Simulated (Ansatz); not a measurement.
# Relaxation path: Zr (simple hexagonal type)

DFT, PBE, PAW with Ansatz's default frozen-core files, scalar-relativistic (Ansatz 0.2.0); a Γ-centred 16×16×14 k mesh, Fermi–Dirac smearing of 0.1 eV, no spin polarisation. The run relaxes shape and atoms at held volume.

Command: `ansatz run input.yaml --threads 1 --pin off --max-ram 2048MiB --backend cpu --events-out ev --progress --plain --runs-dir out` It took 5.6 s on 1 thread of Intel(R) Xeon(R) 6975P-C (Granite Rapids), on a shared host, peak memory 0.4 GiB.

```yaml
crystal:
  lattice:
    - [2.6556971362, 0.0, 0.0]
    - [-1.3278485681, 2.2999011847, 0.0]
    - [0.0, 0.0, 2.6573688117]
  atoms:
    - { symbol: Zr, position: [0.0, 0.0, 0.0] }
kpoints:
  mp_grid: { grid: [16, 16, 14] }
scf:
  occupations: { method: fermi_dirac, width: 0.1 }
hamiltonian:
  xc: pbe
  pseudopotentials: { kind: paw }
output:
  forces: true
  stress: true
relax:
  f_tol: 0.005
  max_steps: 30
  cell: { stress_tol: 0.23, fix: [volume] }
```

Each step lists its free energy a cell above the last geometry, the pressure, the cell vectors (Å), and Cartesian positions (Å) with forces (eV/Å).

The first step:

```
step 1  dF = 11.47 meV  P = 61.2 GPa
  cell 2.6557 0.0000 0.0000  -1.3278 2.2999 0.0000  0.0000 0.0000 2.6574
  Zr 0.0000 0.0000 0.0000   0.0000 0.0000 0.0000
```

**Question.** Where does the relaxation end, and by which steps?

**Answer.** After 4 geometries, with conventional a, b, c = 2.680, 2.680, 2.609 Å, at 16.231 Å³/atom and 60.8 GPa in space group P6/mmm, with a shortest distance of 2.609 Å. The further steps:
```
step 2  dF = 3.53 meV  P = 60.8 GPa
  cell 2.6933 0.0000 0.0000  -1.3466 2.3324 0.0000  0.0000 0.0000 2.5837
  Zr 0.0000 0.0000 0.0000   0.0000 0.0000 0.0000
step 3  dF = 0.03 meV  P = 60.8 GPa
  cell 2.6789 0.0000 0.0000  -1.3395 2.3200 0.0000  0.0000 0.0000 2.6115
  Zr 0.0000 0.0000 0.0000   0.0000 0.0000 0.0000
step 4  dF = 0.00 meV  P = 60.8 GPa
  cell 2.6802 0.0000 0.0000  -1.3401 2.3211 0.0000  0.0000 0.0000 2.6090
  Zr 0.0000 0.0000 0.0000   0.0000 0.0000 0.0000
step 5  dF = -0.03 meV  P = 60.8 GPa  (same geometry on a basis chosen anew; earlier energies don't compare to the last digit)
  cell 2.6802 0.0000 0.0000  -1.3401 2.3211 0.0000  0.0000 0.0000 2.6090
  Zr 0.0000 0.0000 0.0000   0.0000 0.0000 0.0000
```
